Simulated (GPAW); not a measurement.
A run of GPAW 26.7.0 is set up as follows.

Contents of run.py:

```python
from ase.dft.bandgap import bandgap
from ase.io import read, write
from ase.units import GPa
from gpaw import GPAW, PW

atoms = read('AlN.xyz')

calc = GPAW(mode=PW(800),
            xc='PBE',
            kpts={'size': (13, 13, 13), 'gamma': True},
            occupations={'name': 'fermi-dirac', 'width': 0.05},
            nbands=11,
            convergence={'density': 1e-05, 'energy': 1e-05},
            maxiter=80,
            txt='gpaw.txt')
atoms.calc = calc
energy = atoms.get_potential_energy()
forces = atoms.get_forces()
stress = atoms.get_stress()
calc.write('gs.gpw')
write('result.traj', atoms)
print(f'Energy: {energy:.6f} eV')
print('Forces (eV/A):')
print(forces.round(4))
print('Stress (GPa):', (stress / GPa).round(3))
print('Fermi level:', round(calc.get_fermi_level(), 4), 'eV')
print(f'Gap: {bandgap(calc)[0]:.4f} eV, direct: {bandgap(calc, direct=True)[0]:.4f} eV')
```

The input AlN.xyz:

```xyz
2
Lattice="0.0000000000 2.1839935596 2.1839935596 2.1839935596 0.0000000000 2.1839935596 2.1839935596 2.1839935596 0.0000000000" Properties=species:S:1:pos:R:3 pbc="T T T"
Al     0.0000000000      0.0000000000      0.0000000000
N      1.0919967798      1.0919967798      1.0919967798
```

Potentials or basis: GPAW PAW data sets (gpaw-data 1.2.1), pw.

Run with:

```bash
$ OMP_NUM_THREADS=1 python run.py
```

Predict the band gap on the k mesh.

3.40 eV, indirect (least direct gap 4.20 eV).

Predict the pressure.

5.8 GPa.

Caveat: an odd mesh through Γ misses points on the zone boundary, where band edges often lie.
